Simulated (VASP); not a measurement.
# 1T-MgI2 monolayer and its bilayer, part 3 of 5

Aim: relax 1T-MgI2 monolayer, place its levels against the vacuum, then find how two sheets stack and bind.

VASP 6.6.1, plane waves and PAW; the level of theory is named at each step.

So far. Step 4 (Vacuum level and density of states): The vacuum level lies 6.34 eV above the highest filled level at the upper face; both faces agree, as the slab has next to no dipole. Step 5 (The slab in a field, field -0.1): Energy at zero smearing: -8.42792 eV.

## (6) The slab in a field, field 0.1

Level of this step: PBE with D3(BJ); plane waves and PAW (Mg, I) (VASP).

Input file INCAR:

```
SYSTEM = MgI2
PREC = Normal
ENCUT = 350
EDIFF = 1E-06
NELM = 120
ISMEAR = 0
SIGMA = 0.03
LREAL = .FALSE.
ALGO = Fast
GGA = PE
IVDW = 12
NBANDS = 14
LORBIT = 11
LWAVE = .FALSE.
LCHARG = .FALSE.
KPAR = 4
IDIPOL = 3
LDIPOL = .TRUE.
DIPOL = 0.5 0.5 0.5
EFIELD = 0.1
```

Input file POSCAR:

```
MgI2
1.0
    4.1300231832      0.0000000000      0.0000000000
   -2.0650115916      3.5767049948      0.0000000000
    0.0000000000      0.0000000000     22.0000000000
Mg I
1 2
Direct
    0.0000000000      0.0000000000      0.5000000000
    0.3333333333      0.6666666667      0.4235094828
    0.6666666667      0.3333333333      0.5764905172
```

Input file KPOINTS:

```
Automatic mesh
0
Gamma
9 9 1
0 0 0
```

Potentials, in the order of the species: Mg and I (PBE family, release 64).

The run is started by

```console
$ mpirun -np 4 vasp_std
```

The program printed:

```text
[... set-up lines as in an earlier step ...]
 entering main loop
       N       E                     dE             d eps       ncg     rms          rms(c)
DAV:   1     0.961669175617E+02    0.96167E+02   -0.36760E+03   336   0.563E+02
DAV:   2     0.477894963971E+01   -0.91388E+02   -0.83981E+02   560   0.115E+02
DAV:   3    -0.745374822401E+01   -0.12233E+02   -0.12144E+02   456   0.506E+01
DAV:   4    -0.787233211634E+01   -0.41858E+00   -0.41847E+00   462   0.118E+01
[...]
RMM:  18    -0.772171570482E+01   -0.23154E-05   -0.10158E-07   317   0.170E-03    0.457E-04
RMM:  19    -0.772171694894E+01   -0.12441E-05   -0.48248E-08   278   0.138E-03    0.429E-04
RMM:  20    -0.772171764161E+01   -0.69267E-06   -0.26142E-08   260   0.130E-03
   1 F= -.84279238E+01 E0= -.84279238E+01  d E =-.288692E-14
```

Wall time 9.4 s (4 MPI ranks of AMD EPYC 7R43, shared host); peak memory 0.76 GiB.

From OUTCAR (step 6):

```text
 Edisp (eV)   -0.70621

  Total      -0.03481    -0.03481    -0.05365    -0.00000    -0.00000     0.00000
  in kB      -0.17163    -0.17163    -0.26449    -0.00000    -0.00000     0.00000
  external pressure =       -0.20 kB  Pullay stress =        0.00 kB

 POSITION                                       TOTAL-FORCE (eV/Angst)
 -----------------------------------------------------------------------------------
      0.00000      0.00000     11.00000        -0.000000      0.000000     -0.040716
     -0.00000      2.38447      9.31721         0.000000     -0.000000      0.030694
      2.06501      1.19223     12.68279         0.000000     -0.000000      0.010021
 -----------------------------------------------------------------------------------
    total drift:                               -0.000000      0.000000     -0.000070

  FREE ENERGIE OF THE ION-ELECTRON SYSTEM (eV)
  ---------------------------------------------------
  free  energy   TOTEN  =        -8.4279237715 eV

  energy  without entropy=       -8.4279237715  energy(sigma->0) =       -8.42792377

[... 2 parts as in an earlier step ...]

[... 1 further part left out ...]
[key lines of the parts left out:]
E-fermi :  -3.4796
```

This step gave:

```yaml
dipole_moment: 0, 0, 0.04264 e·Å
```

Energy at zero smearing: -8.42792 eV.

## (7) With spin-orbit coupling

This step: PBE with D3(BJ), spin-orbit coupling; plane waves and PAW (Mg, I) (VASP 6.6.1).

For heavy elements spin-orbit coupling shifts the highest filled levels.

Edit INCAR of step 6 so:

```diff
@@ -11,4 +11,8 @@
 IVDW = 12
-NBANDS = 14
-LORBIT = 11
+LNONCOLLINEAR = .TRUE.
+MAGMOM = 0 0 0 0 0 0 0 0 0
+NBANDS = 28
+GGA_COMPAT = .FALSE.
+LASPH = .TRUE.
+LSORBIT = .TRUE.
 LWAVE = .FALSE.
@@ -19,2 +23 @@
 DIPOL = 0.5 0.5 0.5
-EFIELD = 0.1
```

POSCAR is that of step 6.

KPOINTS is that of step 6.

Input file KPOINTS_OPT:

```
Line mode
14
Line-mode
Reciprocal
  0.00000000   0.00000000   0.00000000 GAMMA
  0.50000000   0.00000000   0.00000000 M

  0.50000000   0.00000000   0.00000000 M
  0.33333333   0.33333333   0.00000000 K

  0.33333333   0.33333333   0.00000000 K
  0.00000000   0.00000000   0.00000000 GAMMA
```

The run is started by

```console
$ mpirun -np 4 vasp_ncl
```

The program printed:

```text
[... set-up lines as in an earlier step ...]
 entering main loop
       N       E                     dE             d eps       ncg     rms          rms(c)
DAV:   1     0.985756560227E+02    0.98576E+02   -0.36317E+03   680   0.568E+02
DAV:   2     0.677298044405E+01   -0.91803E+02   -0.86869E+02  1048   0.123E+02
DAV:   3    -0.753405307225E+01   -0.14307E+02   -0.14222E+02   868   0.530E+01
DAV:   4    -0.811783455178E+01   -0.58378E+00   -0.58343E+00   980   0.137E+01
DAV:   5    -0.812715795852E+01   -0.93234E-02   -0.93222E-02   936   0.213E+00    0.622E+00
RMM:   6    -0.799779429275E+01    0.12936E+00   -0.13558E-01   756   0.161E+00    0.387E+00
RMM:   7    -0.797535821924E+01    0.22436E-01   -0.56891E-02   805   0.107E+00    0.262E+00
RMM:   8    -0.797595765425E+01   -0.59944E-03   -0.55083E-02   853   0.116E+00    0.290E-01
RMM:   9    -0.797227550621E+01    0.36821E-02   -0.58013E-03   869   0.428E-01    0.216E-01
RMM:  10    -0.797211544065E+01    0.16007E-03   -0.13549E-03   911   0.203E-01    0.796E-02
RMM:  11    -0.797214144953E+01   -0.26009E-04   -0.30141E-04   952   0.107E-01    0.405E-02
RMM:  12    -0.797215250118E+01   -0.11052E-04   -0.39596E-05   913   0.438E-02    0.274E-02
RMM:  13    -0.797218135628E+01   -0.28855E-04   -0.12285E-05   903   0.252E-02    0.589E-03
RMM:  14    -0.797219352910E+01   -0.12173E-04   -0.35205E-06   886   0.119E-02    0.550E-03
RMM:  15    -0.797220444154E+01   -0.10912E-04   -0.12797E-06   790   0.696E-03    0.369E-03
RMM:  16    -0.797225293659E+01   -0.48495E-04   -0.75000E-06   897   0.921E-03    0.398E-03
RMM:  17    -0.797225586493E+01   -0.29283E-05   -0.77409E-07   746   0.401E-03    0.333E-03
RMM:  18    -0.797225948573E+01   -0.36208E-05   -0.21882E-07   728   0.222E-03    0.156E-03
RMM:  19    -0.797226397174E+01   -0.44860E-05   -0.14784E-07   734   0.163E-03    0.602E-04
RMM:  20    -0.797226595188E+01   -0.19801E-05   -0.45532E-08   609   0.104E-03    0.426E-04
RMM:  21    -0.797226698405E+01   -0.10322E-05   -0.47776E-08   596   0.107E-03    0.386E-04
RMM:  22    -0.797226759870E+01   -0.61465E-06   -0.36567E-08   593   0.972E-04
   1 F= -.86784737E+01 E0= -.86784737E+01  d E =-.212364E-14  mag=     0.0000     0.0000    -0.0000
 Start KPOINTS_OPT (optional k-point list driver)
k-point batch [1-12\42]
       N       E                     dE             ncg
DAV:   1    -0.201711778720E+03   -0.18050E+04      672
DAV:   2    -0.123165006413E+04   -0.10299E+04     1004
DAV:   3    -0.141424971702E+04   -0.18260E+03      848
DAV:   4    -0.142183784023E+04   -0.75881E+01     1000
DAV:   5    -0.142194680147E+04   -0.10896E+00      916
DAV:   6    -0.142195030031E+04   -0.34988E-02     1004
DAV:   7    -0.142195040868E+04   -0.10837E-03      932
DAV:   8    -0.142195041301E+04   -0.43279E-05      848
DAV:   9    -0.142195041324E+04   -0.23023E-06      612
[...]
k-point batch [37-42\42]
       N       E                     dE             ncg
DAV:   1     0.169943923379E+04   -0.33095E+03      336
DAV:   2     0.120161357379E+04   -0.49783E+03      516
DAV:   3     0.110560227084E+04   -0.96011E+02      480
DAV:   4     0.110171875052E+04   -0.38835E+01      480
DAV:   5     0.110166010038E+04   -0.58650E-01      476
DAV:   6     0.110165829316E+04   -0.18072E-02      488
DAV:   7     0.110165822334E+04   -0.69821E-04      484
DAV:   8     0.110165821997E+04   -0.33745E-05      408
DAV:   9     0.110165821978E+04   -0.18654E-06      356
```

The job ended after 75 s (4 MPI ranks; peak memory 1.7 GiB; 4.7 min of CPU time).

Parts of OUTCAR (step 7):

```text
   k-points           NKPTS =     12   k-points in BZ     NKDIM =     12   number of bands    NBANDS=     28

   NELECT =      16.0000    total number of electrons

 dipolmoment           0.000000      0.000000     -0.000000 electrons x Angstroem

 E-fermi :  -3.1241

 k-point     1 :       0.0000    0.0000    0.0000
  band No.  band energies     occupation
    ...
     12      -3.6889      1.00000
     13      -3.5598      1.00000
     14      -3.5598      1.00000
     15      -3.2750      1.00000
     16      -3.2750      1.00000
     17       0.4494      0.00000
     18       0.4494      0.00000
     19       1.3060      0.00000
     20       1.3060      0.00000
     21       2.3324      0.00000
    ...

 Edisp (eV)   -0.70621

  Total       0.00944     0.00944    -0.00426    -0.00000     0.00000     0.00000
  in kB       0.04653     0.04653    -0.02102    -0.00000     0.00000     0.00000
  external pressure =        0.02 kB  Pullay stress =        0.00 kB

 POSITION                                       TOTAL-FORCE (eV/Angst)
 -----------------------------------------------------------------------------------
      0.00000      0.00000     11.00000        -0.000000      0.000000      0.000000
     -0.00000      2.38447      9.31721         0.000000     -0.000000     -0.003446
      2.06501      1.19223     12.68279        -0.000000      0.000000      0.003446
 -----------------------------------------------------------------------------------
    total drift:                                0.000000     -0.000000     -0.000000

  FREE ENERGIE OF THE ION-ELECTRON SYSTEM (eV)
  ---------------------------------------------------
  free  energy   TOTEN  =        -8.6784737286 eV

  energy  without entropy=       -8.6784737286  energy(sigma->0) =       -8.67847373

 vacuum level on the upper side and lower side of the slab         2.567         2.567

 Spin-Orbit-Coupling matrix elements
 Ion:    1  E_soc:     -0.0001161
 Ion:    2  E_soc:     -0.2534678
 Ion:    3  E_soc:     -0.2534678

[... 7 parts as in an earlier step ...]

[... 8 further parts left out ...]
```

LASPH is switched on together with spin-orbit coupling, so the change from the scalar run holds both.

Numbers from this step:

* electronic cycles: 22
* free energy (TOTEN): -8.678 eV
* Fermi energy: -3.124 eV
* least gap on mesh and path: 3.272 eV
* least direct gap on mesh and path: 3.724 eV
* dipole moment: 0, 0, 0 e·Å

On-site spin-orbit energy by atom:

```
atom  on-site spin-orbit energy (eV)
 Mg1                           0.000
  I2                          -0.253
  I3                          -0.253
```

Electronic bands along the path, in eV, zero at the valence-band top; v1 is the highest filled band, c1 the lowest empty one:

```
          point     v4     v3     v2     v1    c1    c2    c3    c4
              Γ  -0.28  -0.28   0.00   0.00  3.72  3.72  4.58  4.58
0.46 of the way  -0.89  -0.89  -0.38  -0.38  4.27  4.27  5.12  5.12
              M  -1.33  -1.33  -0.63  -0.63  3.27  3.27  5.08  5.08
0.46 of the way  -1.26  -1.26  -0.86  -0.86  3.77  3.77  5.75  5.75
              K  -1.20  -1.20  -1.05  -1.05  4.05  4.05  5.99  5.99
0.46 of the way  -1.12  -1.12  -0.65  -0.65  4.41  4.41  5.57  5.57
              Γ  -0.28  -0.28   0.00   0.00  3.72  3.72  4.58  4.58
```

## (8) A rigid stacking

This step: PBE with D3(BJ); plane waves and PAW (Mg, I) (VASP 6.6.1).

System of this step: bilayer of 1T-MgI2 monolayer. The cell holds 6 atoms: 2 Mg and 4 I. Its edges and angles: a = 4.130 Å, b = 4.130 Å, c = 26.831 Å, α = 90.0°, β = 90.0°, γ = 120.0°. upper sheet same orientation, shifted by (0.00, 0.00). Vacuum lies along c.

Two rigid sheets are set at a typed distance in several high-symmetry stackings, to find where to start. The upper sheet is shifted or turned in the plane and never flipped over.

Input file INCAR:

```
SYSTEM = MgI2
PREC = Normal
ENCUT = 350
EDIFF = 1E-05
NELM = 120
ISMEAR = 0
SIGMA = 0.03
LREAL = .FALSE.
ALGO = Fast
GGA = PE
IVDW = 12
NBANDS = 22
LORBIT = 11
LWAVE = .FALSE.
LCHARG = .FALSE.
KPAR = 4
IDIPOL = 3
LDIPOL = .TRUE.
DIPOL = 0.5 0.5 0.5
```

Input file POSCAR:

```
MgI2
1.0
    4.1300231832      0.0000000000      0.0000000000
   -2.0650115916      3.5767049948      0.0000000000
    0.0000000000      0.0000000000     26.8311655136
Mg I
2 4
Direct
    0.0000000000      0.0000000000      0.3795135700
    0.0000000000      0.0000000000      0.6204864300
    0.3333333300      0.6666666700      0.3167957800
    0.6666666700      0.3333333300      0.4422313600
    0.3333333300      0.6666666700      0.5577686400
    0.6666666700      0.3333333300      0.6832042200
```

KPOINTS is that of step 7.

The run is started by

```console
$ mpirun -np 4 vasp_std
```

The program printed:

```text
[banner, memory and clock lines left out]
running    4 mpi-ranks, on    1 nodes
 distrk:  each k-point on    1 cores,    4 groups
 distr:  one band on    1 cores,    1 groups

 POSCAR found type information on POSCAR MgI
 POSCAR found :  2 types and       6 ions
 LDA part: xc-table for (Slater+PW92), standard interpolation
 POSCAR, INCAR and KPOINTS ok, starting setup
 FFT: planning ... GRIDC
 FFT: planning ... GRID_SOFT
 FFT: planning ... GRID
 WAVECAR not read
 entering main loop
       N       E                     dE             d eps       ncg     rms          rms(c)
DAV:   1     0.190555752260E+03    0.19056E+03   -0.83807E+03   528   0.781E+02
DAV:   2     0.822406861237E+01   -0.18233E+03   -0.17673E+03   834   0.151E+02
DAV:   3    -0.147031967751E+02   -0.22927E+02   -0.22818E+02   660   0.622E+01
DAV:   4    -0.155973942223E+02   -0.89420E+00   -0.89368E+00   742   0.152E+01
DAV:   5    -0.156134148901E+02   -0.16021E-01   -0.16019E-01   676   0.237E+00    0.589E+00
RMM:   6    -0.153630225114E+02    0.25039E+00   -0.30156E-01   547   0.211E+00    0.374E+00
RMM:   7    -0.153282896814E+02    0.34733E-01   -0.54558E-01   613   0.287E+00    0.783E-01
RMM:   8    -0.153137506313E+02    0.14539E-01   -0.59217E-02   601   0.112E+00    0.182E-01
RMM:   9    -0.153140361706E+02   -0.28554E-03   -0.31629E-03   677   0.345E-01    0.124E-01
RMM:  10    -0.153141107160E+02   -0.74545E-04   -0.71628E-04   740   0.148E-01    0.952E-02
RMM:  11    -0.153141336340E+02   -0.22918E-04   -0.97581E-05   616   0.563E-02    0.830E-02
RMM:  12    -0.153141765763E+02   -0.42942E-04   -0.84076E-05   628   0.415E-02    0.611E-02
RMM:  13    -0.153141643854E+02    0.12191E-04   -0.17254E-05   444   0.215E-02    0.227E-02
RMM:  14    -0.153141658286E+02   -0.14432E-05   -0.33845E-06   422   0.114E-02
   1 F= -.17008790E+02 E0= -.17008790E+02  d E =-.373665E-17
```

Run time: 10 s. Hardware: 4 MPI ranks; peak memory 0.85 GiB.

OUTCAR, selected parts (step 8):

```text
   k-points           NKPTS =     12   k-points in BZ     NKDIM =     12   number of bands    NBANDS=     22

   ENCUT  =  350.0 eV  25.72 Ry    5.07 a.u.   6.30  6.30 40.93*2*pi/ulx,y,z

   NELECT =      32.0000    total number of electrons

 E-fermi :  -1.7039

 k-point     1 :       0.0000    0.0000    0.0000
  band No.  band energies     occupation
    ...
     12      -2.0551      2.00000
     13      -1.9653      2.00000
     14      -1.9653      2.00000
     15      -1.8746      2.00000
     16      -1.8746      2.00000
     17       2.0510      0.00000
     18       2.6059      0.00000
     19       2.9828      0.00000
     20       3.0577      0.00000
     21       3.9593      0.00000
    ...

 Edisp (eV)   -1.69462

  Total      -0.04819    -0.04819     0.48758     0.00000     0.00000     0.00000
  in kB      -0.19482    -0.19482     1.97097     0.00000     0.00000     0.00000
  external pressure =        0.53 kB  Pullay stress =        0.00 kB

 POSITION                                       TOTAL-FORCE (eV/Angst)
 -----------------------------------------------------------------------------------
      0.00000      0.00000     10.18279        -0.000000      0.000000      0.001635
      0.00000      0.00000     16.64837        -0.000000     -0.000000     -0.001635
     -0.00000      2.38447      8.50000        -0.000000      0.000000      0.022949
      2.06501      1.19223     11.86558         0.000000      0.000000     -0.243425
     -0.00000      2.38447     14.96558         0.000000     -0.000000      0.243425
      2.06501      1.19223     18.33117         0.000000     -0.000000     -0.022949
 -----------------------------------------------------------------------------------
    total drift:                                0.000000      0.000000     -0.000000

  FREE ENERGIE OF THE ION-ELECTRON SYSTEM (eV)
  ---------------------------------------------------
  free  energy   TOTEN  =       -17.0087904616 eV

  energy  without entropy=      -17.0087904616  energy(sigma->0) =      -17.00879046

 vacuum level on the upper side and lower side of the slab         4.324         4.324

[... 2 parts as in an earlier step ...]

[... 14 further parts left out ...]
```

Numbers from this step:

| Quantity | Value |
| --- | --- |
| electronic cycles | 14 |
| electrons | 32 |
| free energy (TOTEN) | -17.01 eV |
| Fermi energy | -1.704 eV |
| gap on the k-mesh | 3.597 eV |
| least direct gap on the k-mesh | 3.926 eV |

Force by atom:

```
atom  x (eV/Å)  y (eV/Å)  z (eV/Å)   size
 Mg1     0.000     0.000     0.002  0.002
 Mg2     0.000     0.000    -0.002  0.002
  I3     0.000     0.000     0.023  0.023
  I4     0.000     0.000    -0.243  0.243
  I5     0.000     0.000     0.243  0.243
  I6     0.000     0.000    -0.023  0.023
```

Energy at zero smearing: -17.00879 eV.

## (9) A rigid stacking

INCAR is that of step 8.

Input file POSCAR:

```
MgI2
1.0
    4.1300231832      0.0000000000      0.0000000000
   -2.0650115916      3.5767049948      0.0000000000
    0.0000000000      0.0000000000     26.8311655136
Mg I
2 4
Direct
    0.0000000000      0.0000000000      0.3795135700
    0.3333333300      0.6666666700      0.6204864300
    0.3333333300      0.6666666700      0.3167957800
    0.6666666700      0.3333333300      0.4422313600
    0.6666666700      0.3333333300      0.5577686400
    0.0000000000      1.0000000000      0.6832042200
```

KPOINTS is that of step 8.

The run is started by

```console
$ mpirun -np 4 vasp_std
```

The program printed:

```text
[... set-up lines as in an earlier step ...]
 entering main loop
       N       E                     dE             d eps       ncg     rms          rms(c)
DAV:   1     0.193568554176E+03    0.19357E+03   -0.83651E+03   528   0.781E+02
DAV:   2     0.100225188079E+02   -0.18355E+03   -0.17661E+03   812   0.152E+02
DAV:   3    -0.139923268959E+02   -0.24015E+02   -0.23884E+02   660   0.634E+01
DAV:   4    -0.149886204988E+02   -0.99629E+00   -0.99548E+00   742   0.159E+01
[...]
RMM:  11    -0.146964816424E+02   -0.12887E-04   -0.11506E-04   624   0.572E-02    0.141E-01
RMM:  12    -0.146965111072E+02   -0.29465E-04   -0.53848E-05   609   0.381E-02    0.116E-01
RMM:  13    -0.146965183404E+02   -0.72331E-05   -0.60188E-05   598   0.316E-02
   1 F= -.16380699E+02 E0= -.16380699E+02  d E =-.214871E-14
```

Wall time 9 s (4 MPI ranks); peak memory 0.85 GiB; 34 s of CPU time.

Parts of OUTCAR (step 9):

```text
 Edisp (eV)   -1.68418

  Total      -0.44558    -0.44558     6.66879    -0.00000     0.00000     0.00000
  in kB      -1.80118    -1.80118    26.95769    -0.00000     0.00000     0.00000
  external pressure =        7.79 kB  Pullay stress =        0.00 kB

 POSITION                                       TOTAL-FORCE (eV/Angst)
 -----------------------------------------------------------------------------------
      0.00000      0.00000     10.18279        -0.000000      0.000000     -0.160626
     -0.00000      2.38447     16.64837         0.000000     -0.000000      0.160626
     -0.00000      2.38447      8.50000         0.000000     -0.000000      0.013339
      2.06501      1.19223     11.86558         0.000000      0.000000     -1.862980
      2.06501      1.19223     14.96558        -0.000000     -0.000000      1.862980
      0.00000      0.00000     18.33117        -0.000000      0.000000     -0.013339
 -----------------------------------------------------------------------------------
    total drift:                               -0.000016      0.000010     -0.000177

  FREE ENERGIE OF THE ION-ELECTRON SYSTEM (eV)
  ---------------------------------------------------
  free  energy   TOTEN  =       -16.3806994399 eV

  energy  without entropy=      -16.3806994399  energy(sigma->0) =      -16.38069944

[... 2 parts as in an earlier step ...]

[... 1 further part left out ...]
[key lines of the parts left out:]
E-fermi :  -1.3379
```

Energy at zero smearing: -16.38070 eV.

[end of part 3 of 5]

[Lines on the potential files, build, host, timing and source positions are cut from VASP's logs without a mark.]

[Logs are printed without paths, hosts, clocks, repeated set-up lines and the standing remarks that a program may print on its own settings, such as how far it seeks lower states.]

[Hosts, paths, dates, database ids (printed as entryN), source tags and the programs' standing remarks are cut or masked in the printed files.]

[Runs that stopped without an error message from VASP are left out.]
